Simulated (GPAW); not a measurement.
Set up this calculation in GPAW 26.7.0, as an ASE script.

```yaml
Task: relaxation of cell and atoms
Functional: BP86
Dispersion: D4
Potentials_or_basis: PAW data sets generated in the run's folder for this functional
Cutoff: 600 eV
Basis: pw
k_mesh: 6 × 6 × 3
Occupations: fermi-dirac, width 0.05 eV
Spin: no spin polarisation
Target_pressure: -1 GPa
Maxiter: 150
Optimizer: BFGS
Fmax: 0.02 eV/Å
Max_steps: 100
Target_pressure: -1 GPa
```

Crystal: SnSe2.

```
Sn Se
1.0
     3.81100    0.00000    0.00000
    -1.90550    3.30042    0.00000
     0.00000    0.00000    6.13600
Sn Se
1 2
Direct
  0.00000 0.00000 0.00000
  0.66667 0.33333 0.75100
  0.33333 0.66667 0.24900
```

These files were run (other wordings do the same):

run.py

```python
from ase import Atoms
from ase.calculators.mixing import SumCalculator
from ase.filters import FrechetCellFilter
from ase.io import write
from ase.optimize import BFGS
from ase.units import GPa
from dftd4.ase import DFTD4
from gpaw import GPAW, PW, setup_paths

setup_paths.insert(0, '.')

atoms = Atoms(['Sn', 'Se', 'Se'],
              cell=[[3.811, 0.0, 0.0],
                    [-1.9055, 3.3004228138, 0.0],
                    [0.0, 0.0, 6.136]],
              scaled_positions=[[0.0, 0.0, 0.0],
                                [0.6666666667, 0.3333333333, 0.751],
                                [0.3333333333, 0.6666666667, 0.249]],
              pbc=True)

calc = GPAW(mode=PW(600),
            xc='GGA_X_B88+GGA_C_P86',
            kpts={'size': (6, 6, 3), 'gamma': True},
            occupations={'name': 'fermi-dirac', 'width': 0.05},
            nbands=24,
            convergence={'density': 1e-05, 'energy': 1e-05},
            maxiter=150,
            txt='gpaw.txt')
atoms.calc = SumCalculator([calc, DFTD4(method='bp')])
opt = BFGS(FrechetCellFilter(atoms, scalar_pressure=-1 * GPa), trajectory='relax.traj', logfile='-')
done = opt.run(fmax=0.02, steps=100)
calc.write('gs.gpw')
write('result.traj', atoms)
print('Converged:', done)
print('Cell:', atoms.cell.cellpar().round(4))
print('Volume:', round(atoms.get_volume(), 4))
print(atoms.get_scaled_positions().round(5))
```

Potentials or basis: PAW data sets generated in the run's folder for this functional, pw.

Launch:

```bash
$ gpaw-setup -f GGA_X_B88+GGA_C_P86 Se Sn
$ OMP_NUM_THREADS=1 python run.py
```

It gave:

```json
{"Relaxed volume": "25.22 Å³/atom", "Relaxed cell": "a = 3.844 Å, b = 3.844 Å, c = 5.912 Å, α = 90.00°, β = 90.00°, γ = 120.00°", "Space group after relaxing (to 0.05 Å)": "P-3m1 (No. 164)", "Energy change on relaxing (the enthalpy is what falls)": "-26.3 meV/atom", "Ionic steps": "14", "Pressure after relaxing": "-1.0 GPa", "Largest force after relaxing": "0.006 eV/Å", "Band gap on the k mesh": "0.44 eV, indirect (least direct gap 0.64 eV)", "Dispersion energy per atom": "-0.687 eV"}
```

Caveat: later steps reuse the first step's grids; spin-orbit coupling is left out, which moves the levels of the heavy elements; an odd mesh through Γ misses points on the zone boundary, where band edges often lie.

It took 4 min on 1 thread of AMD EPYC 9R14 (Zen 4) (shared host), peak memory 0.31 GiB.
